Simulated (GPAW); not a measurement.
# TiAl (Pm-3m) in GPAW: relaxation of cell and atoms with PBEsol

Aim: the relaxation of cell and atoms of TiAl with PBEsol.

All numbers are computed with GPAW 26.7.0; they aren't measurements. Logs are shortened: lines on timing, memory, paths and dates and some standing lists are left out, and cuts for length are marked. The log counts tension as positive stress, the text compression.

## 1. Starting point

Symmetry: Pm-3m, No. 221, cubic system. The conventional cell has a = 3.179 Å, b = 3.179 Å, c = 3.179 Å, α = 90.00°, β = 90.00°, γ = 90.00°. Ti (site symmetry m-3m) is surrounded by 8 Al at 2.75 Å. Al (site symmetry m-3m) is surrounded by 8 Ti at 2.75 Å.

The cell comes from a database or a generator and needn't be the stable form of this composition.

## 2. Relaxation of cell and atoms, PBEsol, target pressure 30 GPa, at which the enthalpy is minimised

File run.py:

```python
from ase import Atoms
from ase.filters import FrechetCellFilter
from ase.io import write
from ase.optimize import BFGS
from ase.units import GPa
from gpaw import GPAW, PW, setup_paths

setup_paths.insert(0, '.')

atoms = Atoms(['Ti', 'Al'],
              cell=[[3.179064, 0.0, 0.0],
                    [0.0, 3.179064, 0.0],
                    [0.0, 0.0, 3.179064]],
              scaled_positions=[[0.0, 0.0, 0.0],
                                [0.5, 0.5, 0.5]],
              pbc=True)

calc = GPAW(mode=PW(600),
            xc='PBEsol',
            kpts={'size': (8, 8, 8), 'gamma': True},
            occupations={'name': 'fermi-dirac', 'width': 0.05},
            nbands=17,
            convergence={'density': 1e-05, 'forces': 0.0001},
            maxiter=150,
            txt='gpaw.txt')
atoms.calc = calc
opt = BFGS(FrechetCellFilter(atoms, scalar_pressure=30 * GPa), trajectory='relax.traj', logfile='-')
done = opt.run(fmax=0.02, steps=60)
calc.write('gs.gpw')
write('result.traj', atoms)
print('Converged:', done)
print('Cell:', atoms.cell.cellpar().round(4))
print('Volume:', round(atoms.get_volume(), 4))
print(atoms.get_scaled_positions().round(5))
```

Potentials or basis: PAW data sets generated in the run's folder for this functional, pw.

Launch:

```bash
$ gpaw-setup -f PBEsol Al Ti
$ OMP_NUM_THREADS=1 python run.py
```

gpaw.txt:

```text
__  _  _
 | _ |_)|_||  |
 |__||  | ||/\| - 26.7.0

Input parameters:
  mode=PW(ecut=600.0),
  convergence={'density': 1e-05, 'forces': 0.0001},
  kpts=MonkhorstPack(size=(8, 8, 8), gamma=True),
  maxiter=150,
  nbands=17,
  occupations=Occupations(name='fermi-dirac', width=0.05),
  xc=XC(name='PBEsol')

Diagonalizing LCAO Hamiltonian
Converting LCAO to pw mode
   .-------.
  /|       |
 * |       |
 | |  Al   |
 | .-------.
 |/       /
 Ti------*

Atoms  # Å, Bohr magnetons
|   | symbol |        x |        y |        z |    initial magnetic moments |
|---|--------|----------|----------|----------|-----------------------------|
| 0 |     Ti | 0.000000 | 0.000000 | 0.000000 | ( 0.0000,  0.0000,  0.0000) |
| 1 |     Al | 1.589532 | 1.589532 | 1.589532 | ( 0.0000,  0.0000,  0.0000) |

Unit cell  # Å
| periodic |        x |        y |        z |  lengths |    angles |
|----------|----------|----------|----------|----------|-----------|
|      yes | 3.179064 | 0.000000 | 0.000000 | 3.179064 | 90.000000 |
|      yes | 0.000000 | 3.179064 | 0.000000 | 3.179064 | 90.000000 |
|      yes | 0.000000 | 0.000000 | 3.179064 | 3.179064 | 90.000000 |

Number of symmetries: 48
Symmetry operations  # r_c * U_cc + t_c -> r_c
|    | kind |            matrix            |
|----|------|------------------------------|
|  0 |  E   |  1, 0, 0,  0, 1, 0,  0, 0, 1 |
|  1 |  σ   |  1, 0, 0,  0, 1, 0,  0, 0,-1 |
|  2 |  σ   |  1, 0, 0,  0, 0, 1,  0, 1, 0 |
|  3 |  C4  |  1, 0, 0,  0, 0, 1,  0,-1, 0 |
|  4 |  C4  |  1, 0, 0,  0, 0,-1,  0, 1, 0 |
|  5 |  σ   |  1, 0, 0,  0, 0,-1,  0,-1, 0 |
|  6 |  σ   |  1, 0, 0,  0,-1, 0,  0, 0, 1 |
|  7 |  C2  |  1, 0, 0,  0,-1, 0,  0, 0,-1 |
|  8 |  σ   |  0, 1, 0,  1, 0, 0,  0, 0, 1 |
|  9 |  C2  |  0, 1, 0,  1, 0, 0,  0, 0,-1 |
| 10 |  C3  |  0, 1, 0,  0, 0, 1,  1, 0, 0 |
| 11 |  S6  |  0, 1, 0,  0, 0, 1, -1, 0, 0 |
| 12 |  S6  |  0, 1, 0,  0, 0,-1,  1, 0, 0 |
| 13 |  C3  |  0, 1, 0,  0, 0,-1, -1, 0, 0 |
| 14 |  C4  |  0, 1, 0, -1, 0, 0,  0, 0, 1 |
| 15 |  S4  |  0, 1, 0, -1, 0, 0,  0, 0,-1 |
| 16 |  C3  |  0, 0, 1,  1, 0, 0,  0, 1, 0 |
| 17 |  S6  |  0, 0, 1,  1, 0, 0,  0,-1, 0 |
| 18 |  σ   |  0, 0, 1,  0, 1, 0,  1, 0, 0 |
| 19 |  C4  |  0, 0, 1,  0, 1, 0, -1, 0, 0 |
| 20 |  C2  |  0, 0, 1,  0,-1, 0,  1, 0, 0 |
| 21 |  S4  |  0, 0, 1,  0,-1, 0, -1, 0, 0 |
[... 194 lines left out ...]
|------------|---------------|-----------|
|          0 |       -48.318 |     2.000 |
|          1 |       -24.635 |     2.000 |
|          2 |       -24.635 |     2.000 |
|          3 |       -24.635 |     2.000 |
|          4 |        -0.935 |     2.000 |
|          5 |         6.892 |     2.000 |
|          6 |         6.892 |     2.000 |
|          7 |        10.126 |     0.000 |
|          8 |        10.126 |     0.000 |
|          9 |        10.126 |     0.000 |
|         10 |        12.734 |     0.000 |
|         11 |        12.734 |     0.000 |
|         12 |        12.734 |     0.000 |
|         13 |        17.182 |     0.000 |
|         14 |        17.182 |     0.000 |
|        ... |               |           |
|         16 |        26.349 |     0.000 |

No gap
No difference between direct/indirect transitions

Stress tensor  # eV/Ang^3
|         x |         y |        z |
|-----------|-----------|----------|
|  0.015300 | -0.000000 | 0.000000 |
| -0.000000 |  0.015300 | 0.000000 |
|  0.000000 |  0.000000 | 0.015300 |

Forces  # eV/Ang
|        x |        y |        z |
|----------|----------|----------|
| -0.00000 | -0.00000 | -0.00000 |  # Ti   0
| -0.00000 |  0.00000 |  0.00000 |  # Al   1

Interpolating wave functions to new cell

            Al

       Ti

Atoms  # Å, Bohr magnetons
|   | symbol |         x |         y |         z |    initial magnetic moments |
|---|--------|-----------|-----------|-----------|-----------------------------|
| 0 |     Ti | -0.000000 | -0.000000 | -0.000000 | ( 0.0000,  0.0000,  0.0000) |
| 1 |     Al |  1.553015 |  1.553015 |  1.553015 | ( 0.0000,  0.0000,  0.0000) |

Unit cell  # Å
| periodic |        x |        y |        z |  lengths |    angles |
|----------|----------|----------|----------|----------|-----------|
|      yes | 3.106030 | 0.000000 | 0.000000 | 3.106030 | 90.000000 |
|      yes | 0.000000 | 3.106030 | 0.000000 | 3.106030 | 90.000000 |
|      yes | 0.000000 | 0.000000 | 3.106030 | 3.106030 | 90.000000 |

Number of symmetries: 48
Symmetry operations  # r_c * U_cc + t_c -> r_c
|    | kind |            matrix            |
|----|------|------------------------------|
|  0 |  E   |  1, 0, 0,  0, 1, 0,  0, 0, 1 |
|  1 |  σ   |  1, 0, 0,  0, 1, 0,  0, 0,-1 |
|  2 |  σ   |  1, 0, 0,  0, 0, 1,  0, 1, 0 |
|  3 |  C4  |  1, 0, 0,  0, 0, 1,  0,-1, 0 |
|  4 |  C4  |  1, 0, 0,  0, 0,-1,  0, 1, 0 |
|  5 |  σ   |  1, 0, 0,  0, 0,-1,  0,-1, 0 |
|  6 |  σ   |  1, 0, 0,  0,-1, 0,  0, 0, 1 |
|  7 |  C2  |  1, 0, 0,  0,-1, 0,  0, 0,-1 |
|  8 |  σ   |  0, 1, 0,  1, 0, 0,  0, 0, 1 |
|  9 |  C2  |  0, 1, 0,  1, 0, 0,  0, 0,-1 |
| 10 |  C3  |  0, 1, 0,  0, 0, 1,  1, 0, 0 |
| 11 |  S6  |  0, 1, 0,  0, 0, 1, -1, 0, 0 |
| 12 |  S6  |  0, 1, 0,  0, 0,-1,  1, 0, 0 |
| 13 |  C3  |  0, 1, 0,  0, 0,-1, -1, 0, 0 |
| 14 |  C4  |  0, 1, 0, -1, 0, 0,  0, 0, 1 |
| 15 |  S4  |  0, 1, 0, -1, 0, 0,  0, 0,-1 |
| 16 |  C3  |  0, 0, 1,  1, 0, 0,  0, 1, 0 |
| 17 |  S6  |  0, 0, 1,  1, 0, 0,  0,-1, 0 |
| 18 |  σ   |  0, 0, 1,  0, 1, 0,  1, 0, 0 |
| 19 |  C4  |  0, 0, 1,  0, 1, 0, -1, 0, 0 |
| 20 |  C2  |  0, 0, 1,  0,-1, 0,  1, 0, 0 |
| 21 |  S4  |  0, 0, 1,  0,-1, 0, -1, 0, 0 |
[... 213 lines left out ...]
No gap
No difference between direct/indirect transitions

Stress tensor  # eV/Ang^3
|         x |         y |         z |
|-----------|-----------|-----------|
| -0.039899 |  0.000000 |  0.000000 |
|  0.000000 | -0.039899 |  0.000000 |
|  0.000000 |  0.000000 | -0.039899 |

Forces  # eV/Ang
|       x |        y |       z |
|---------|----------|---------|
| 0.00000 | -0.00000 | 0.00000 |  # Ti   0
| 0.00000 |  0.00000 | 0.00000 |  # Al   1

Interpolating wave functions to new cell

           Al

       Ti

Atoms  # Å, Bohr magnetons
|   | symbol |        x |         y |        z |    initial magnetic moments |
|---|--------|----------|-----------|----------|-----------------------------|
| 0 |     Ti | 0.000000 | -0.000000 | 0.000000 | ( 0.0000,  0.0000,  0.0000) |
| 1 |     Al | 1.478687 |  1.478687 | 1.478687 | ( 0.0000,  0.0000,  0.0000) |

Unit cell  # Å
| periodic |         x |         y |        z |  lengths |    angles |
|----------|-----------|-----------|----------|----------|-----------|
|      yes |  2.957373 |  0.000000 | 0.000000 | 2.957373 | 90.000000 |
|      yes |  0.000000 |  2.957373 | 0.000000 | 2.957373 | 90.000000 |
|      yes | -0.000000 | -0.000000 | 2.957373 | 2.957373 | 90.000000 |

Number of symmetries: 48
Symmetry operations  # r_c * U_cc + t_c -> r_c
|    | kind |            matrix            |
|----|------|------------------------------|
|  0 |  E   |  1, 0, 0,  0, 1, 0,  0, 0, 1 |
|  1 |  σ   |  1, 0, 0,  0, 1, 0,  0, 0,-1 |
|  2 |  σ   |  1, 0, 0,  0, 0, 1,  0, 1, 0 |
|  3 |  C4  |  1, 0, 0,  0, 0, 1,  0,-1, 0 |
|  4 |  C4  |  1, 0, 0,  0, 0,-1,  0, 1, 0 |
|  5 |  σ   |  1, 0, 0,  0, 0,-1,  0,-1, 0 |
|  6 |  σ   |  1, 0, 0,  0,-1, 0,  0, 0, 1 |
|  7 |  C2  |  1, 0, 0,  0,-1, 0,  0, 0,-1 |
|  8 |  σ   |  0, 1, 0,  1, 0, 0,  0, 0, 1 |
|  9 |  C2  |  0, 1, 0,  1, 0, 0,  0, 0,-1 |
| 10 |  C3  |  0, 1, 0,  0, 0, 1,  1, 0, 0 |
| 11 |  S6  |  0, 1, 0,  0, 0, 1, -1, 0, 0 |
| 12 |  S6  |  0, 1, 0,  0, 0,-1,  1, 0, 0 |
| 13 |  C3  |  0, 1, 0,  0, 0,-1, -1, 0, 0 |
| 14 |  C4  |  0, 1, 0, -1, 0, 0,  0, 0, 1 |
| 15 |  S4  |  0, 1, 0, -1, 0, 0,  0, 0,-1 |
| 16 |  C3  |  0, 0, 1,  1, 0, 0,  0, 1, 0 |
| 17 |  S6  |  0, 0, 1,  1, 0, 0,  0,-1, 0 |
| 18 |  σ   |  0, 0, 1,  0, 1, 0,  1, 0, 0 |
| 19 |  C4  |  0, 0, 1,  0, 1, 0, -1, 0, 0 |
| 20 |  C2  |  0, 0, 1,  0,-1, 0,  1, 0, 0 |
| 21 |  S4  |  0, 0, 1,  0,-1, 0, -1, 0, 0 |
[... 213 lines left out ...]
No gap
No difference between direct/indirect transitions

Stress tensor  # eV/Ang^3
|         x |         y |         z |
|-----------|-----------|-----------|
| -0.214189 |  0.000000 |  0.000000 |
|  0.000000 | -0.214189 |  0.000000 |
|  0.000000 |  0.000000 | -0.214189 |

Forces  # eV/Ang
|        x |       y |       z |
|----------|---------|---------|
| -0.00000 | 0.00000 | 0.00000 |  # Ti   0
|  0.00000 | 0.00000 | 0.00000 |  # Al   1

Interpolating wave functions to new cell

           Al

       Ti

Atoms  # Å, Bohr magnetons
|   | symbol |        x |         y |        z |    initial magnetic moments |
|---|--------|----------|-----------|----------|-----------------------------|
| 0 |     Ti | 0.000000 | -0.000000 | 0.000000 | ( 0.0000,  0.0000,  0.0000) |
| 1 |     Al | 1.488606 |  1.488606 | 1.488606 | ( 0.0000,  0.0000,  0.0000) |

Unit cell  # Å
| periodic |         x |        y |         z |  lengths |    angles |
|----------|-----------|----------|-----------|----------|-----------|
|      yes |  2.977212 | 0.000000 |  0.000000 | 2.977212 | 90.000000 |
|      yes |  0.000000 | 2.977212 | -0.000000 | 2.977212 | 90.000000 |
|      yes | -0.000000 | 0.000000 |  2.977212 | 2.977212 | 90.000000 |

Number of symmetries: 48
Symmetry operations  # r_c * U_cc + t_c -> r_c
|    | kind |            matrix            |
|----|------|------------------------------|
|  0 |  E   |  1, 0, 0,  0, 1, 0,  0, 0, 1 |
|  1 |  σ   |  1, 0, 0,  0, 1, 0,  0, 0,-1 |
|  2 |  σ   |  1, 0, 0,  0, 0, 1,  0, 1, 0 |
|  3 |  C4  |  1, 0, 0,  0, 0, 1,  0,-1, 0 |
|  4 |  C4  |  1, 0, 0,  0, 0,-1,  0, 1, 0 |
|  5 |  σ   |  1, 0, 0,  0, 0,-1,  0,-1, 0 |
|  6 |  σ   |  1, 0, 0,  0,-1, 0,  0, 0, 1 |
|  7 |  C2  |  1, 0, 0,  0,-1, 0,  0, 0,-1 |
|  8 |  σ   |  0, 1, 0,  1, 0, 0,  0, 0, 1 |
|  9 |  C2  |  0, 1, 0,  1, 0, 0,  0, 0,-1 |
| 10 |  C3  |  0, 1, 0,  0, 0, 1,  1, 0, 0 |
| 11 |  S6  |  0, 1, 0,  0, 0, 1, -1, 0, 0 |
| 12 |  S6  |  0, 1, 0,  0, 0,-1,  1, 0, 0 |
| 13 |  C3  |  0, 1, 0,  0, 0,-1, -1, 0, 0 |
| 14 |  C4  |  0, 1, 0, -1, 0, 0,  0, 0, 1 |
| 15 |  S4  |  0, 1, 0, -1, 0, 0,  0, 0,-1 |
| 16 |  C3  |  0, 0, 1,  1, 0, 0,  0, 1, 0 |
| 17 |  S6  |  0, 0, 1,  1, 0, 0,  0,-1, 0 |
| 18 |  σ   |  0, 0, 1,  0, 1, 0,  1, 0, 0 |
| 19 |  C4  |  0, 0, 1,  0, 1, 0, -1, 0, 0 |
| 20 |  C2  |  0, 0, 1,  0,-1, 0,  1, 0, 0 |
| 21 |  S4  |  0, 0, 1,  0,-1, 0, -1, 0, 0 |
[... 212 lines left out ...]
No gap
No difference between direct/indirect transitions

Stress tensor  # eV/Ang^3
|         x |         y |         z |
|-----------|-----------|-----------|
| -0.184990 |  0.000000 |  0.000000 |
|  0.000000 | -0.184990 |  0.000000 |
|  0.000000 |  0.000000 | -0.184990 |

Forces  # eV/Ang
|       x |        y |       z |
|---------|----------|---------|
| 0.00000 |  0.00000 | 0.00000 |  # Ti   0
| 0.00000 | -0.00000 | 0.00000 |  # Al   1

Interpolating wave functions to new cell

           Al

       Ti

Atoms  # Å, Bohr magnetons
|   | symbol |        x |         y |        z |    initial magnetic moments |
|---|--------|----------|-----------|----------|-----------------------------|
| 0 |     Ti | 0.000000 | -0.000000 | 0.000000 | ( 0.0000,  0.0000,  0.0000) |
| 1 |     Al | 1.487823 |  1.487823 | 1.487823 | ( 0.0000,  0.0000,  0.0000) |

Unit cell  # Å
| periodic |         x |         y |         z |  lengths |    angles |
|----------|-----------|-----------|-----------|----------|-----------|
|      yes |  2.975646 |  0.000000 |  0.000000 | 2.975646 | 90.000000 |
|      yes |  0.000000 |  2.975646 | -0.000000 | 2.975646 | 90.000000 |
|      yes | -0.000000 | -0.000000 |  2.975646 | 2.975646 | 90.000000 |

Number of symmetries: 48
Symmetry operations  # r_c * U_cc + t_c -> r_c
|    | kind |            matrix            |
|----|------|------------------------------|
|  0 |  E   |  1, 0, 0,  0, 1, 0,  0, 0, 1 |
|  1 |  σ   |  1, 0, 0,  0, 1, 0,  0, 0,-1 |
|  2 |  σ   |  1, 0, 0,  0, 0, 1,  0, 1, 0 |
|  3 |  C4  |  1, 0, 0,  0, 0, 1,  0,-1, 0 |
|  4 |  C4  |  1, 0, 0,  0, 0,-1,  0, 1, 0 |
|  5 |  σ   |  1, 0, 0,  0, 0,-1,  0,-1, 0 |
|  6 |  σ   |  1, 0, 0,  0,-1, 0,  0, 0, 1 |
|  7 |  C2  |  1, 0, 0,  0,-1, 0,  0, 0,-1 |
|  8 |  σ   |  0, 1, 0,  1, 0, 0,  0, 0, 1 |
|  9 |  C2  |  0, 1, 0,  1, 0, 0,  0, 0,-1 |
| 10 |  C3  |  0, 1, 0,  0, 0, 1,  1, 0, 0 |
| 11 |  S6  |  0, 1, 0,  0, 0, 1, -1, 0, 0 |
| 12 |  S6  |  0, 1, 0,  0, 0,-1,  1, 0, 0 |
| 13 |  C3  |  0, 1, 0,  0, 0,-1, -1, 0, 0 |
| 14 |  C4  |  0, 1, 0, -1, 0, 0,  0, 0, 1 |
| 15 |  S4  |  0, 1, 0, -1, 0, 0,  0, 0,-1 |
| 16 |  C3  |  0, 0, 1,  1, 0, 0,  0, 1, 0 |
| 17 |  S6  |  0, 0, 1,  1, 0, 0,  0,-1, 0 |
| 18 |  σ   |  0, 0, 1,  0, 1, 0,  1, 0, 0 |
| 19 |  C4  |  0, 0, 1,  0, 1, 0, -1, 0, 0 |
| 20 |  C2  |  0, 0, 1,  0,-1, 0,  1, 0, 0 |
| 21 |  S4  |  0, 0, 1,  0,-1, 0, -1, 0, 0 |
[... 211 lines left out ...]
No gap
No difference between direct/indirect transitions

Stress tensor  # eV/Ang^3
|         x |         y |         z |
|-----------|-----------|-----------|
| -0.187221 |  0.000000 |  0.000000 |
|  0.000000 | -0.187221 |  0.000000 |
|  0.000000 |  0.000000 | -0.187221 |

Forces  # eV/Ang
|       x |        y |        z |
|---------|----------|----------|
| 0.00000 | -0.00000 | -0.00000 |  # Ti   0
| 0.00000 |  0.00000 | -0.00000 |  # Al   1

# Writing to gs.gpw (mode='')
```

Wall time 85 s (1 thread of Arm Neoverse N1, shared host); peak memory 0.19 GiB.

What came out:

```yaml
Free_energy: -11.3691 eV
Relaxed_volume: 13.17 Å³/atom
Relaxed_cell: a = 2.976 Å, b = 2.976 Å, c = 2.976 Å, α = 90.00°, β = 90.00°, γ = 90.00°
Space_group_after_relaxing_to_0.05_Å: Pm-3m (No. 221)
Energy_change_on_relaxing_the_enthalpy_is_what_falls: +212.3 meV/atom
Ionic_steps: 5
Pressure_after_relaxing: 30.0 GPa
Band_gap_on_the_k_mesh: none (metal or under the smearing width)
```

Step by step:
```
step  energy change (eV)  largest force (eV/Å)  pressure (GPa)  volume (Å³)
   1              0.0000                0.0000           -2.45        32.13
   2              0.0291                0.0000            6.39        29.97
   3              0.5228                0.0000           34.32        25.87
   4              0.4166                0.0000           29.64        26.39
   5              0.4246                0.0000           30.00        26.35
```

Final structure:
```
CELL_PARAMETERS angstrom
2.97565 0.00000 0.00000
0.00000 2.97565 0.00000
0.00000 0.00000 2.97565
ATOMIC_POSITIONS crystal
Ti 0.00000 0.00000 0.00000
Al 0.50000 0.50000 0.50000
```

Caveat: later steps reuse the first step's grids; the volume moved by over 15 % at a fixed basis, so the end points are rough.
